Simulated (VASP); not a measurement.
Runs of VASP 6.6.1 on AlAs. Symmetry: F-43m, No. 216, cubic system. Conventional cell: a = 5.677 Å, b = 5.677 Å, c = 5.677 Å, α = 90.00°, β = 90.00°, γ = 90.00°. Al (site symmetry -43m) has 4 As at 2.46 Å as nearest neighbours. Around As (site symmetry -43m) lie 4 Al at 2.46 Å. The cell is a database's computed one.

```csv
task,level,potentials or basis,cell,k mesh,cutoff (eV),grid for exact exchange (PRECFOCK),screening parameter,gap on the mesh (eV),pressure (GPa)
band structure,PBE,"VASP PAW PBE potentials, release 64 (Al, As)",as given,10 × 10 × 10,450,-,-,1.45,-
band structure,HSE06,"VASP PAW PBE potentials, release 64 (Al, As)",as given,8 × 8 × 8,450,Fast,0.2 1/A,2.12,0.0
band structure,LDA,"VASP PAW LDA potentials, release 64 (Al, As)",as given,10 × 10 × 10,450,-,-,1.35,-
relaxation of cell and atoms,r2SCAN,"VASP PAW PBE potentials, release 64 (Al, As)",relaxed,9 × 9 × 9,600,-,-,(a),0.0
dielectric tensor,PBE,"VASP PAW PBE potentials, release 64 (Al, As)",as given,10 × 10 × 10,450,-,-,1.45,-
band structure,r2SCAN,"VASP PAW PBE potentials, release 64 (Al, As)",as given,10 × 10 × 10,450,-,-,1.80,0.0
band structure,PBE,"VASP PAW PBE potentials, release 64 (Al, As)",as given,10 × 10 × 10,600,-,-,1.45,-
band structure,PBE,"VASP PAW PBE potentials, release 64 (Al, As)",as given,10 × 10 × 10,300,-,-,1.45,-
```

Alike in all rows: no spin polarisation; smearing gaussian 0.02 eV.

Q: Fill in the values left out.

A: (a) 1.87.

Caveats: the PAW data sets were made with another functional, which shifts forces and pressure a little (some runs); the relaxation stopped at its first step, so nothing moved (some runs); an odd mesh through Γ misses points on the zone boundary, where band edges often lie (some runs).

A k mesh can miss the band edges, and the runs leave out spin-orbit coupling on As.
